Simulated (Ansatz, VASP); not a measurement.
Cu in VASP and in Ansatz

```
CELL_PARAMETERS angstrom
0.00000 1.81487 1.81487
1.81487 0.00000 1.81487
1.81487 1.81487 0.00000
ATOMIC_POSITIONS crystal
Cu 0.00000 0.00000 0.00000
```

Alike in both runs: functional PBE; k mesh 16 × 16 × 16; occupations fermi-dirac, width 0.15 eV; no spin polarisation.

Ansatz relaxed the structure, and its values are those at the end. VASP's run is a single point on that final structure, the one shown.

|  | VASP | Ansatz |
| --- | --- | --- |
| version | VASP 6.6.1 | Ansatz 0.2.0 |
| potentials or method | VASP PAW PBE potentials, release 64 (Cu) | scalar-relativistic, plane waves, PAW |
| plane-wave cutoff (eV) | 520 | 420 |
| valence electrons in the cell | 11 | 19 |

```tsv
	VASP	Ansatz	Ansatz less VASP
gap on the k mesh at the Fermi level (eV)	none	none	-
pressure (GPa)	0.7	0.0	-0.67
```

A gap of «none» marks a metal or a gap that the smearing closes. The two sets of potentials don't hold the same shells in valence.
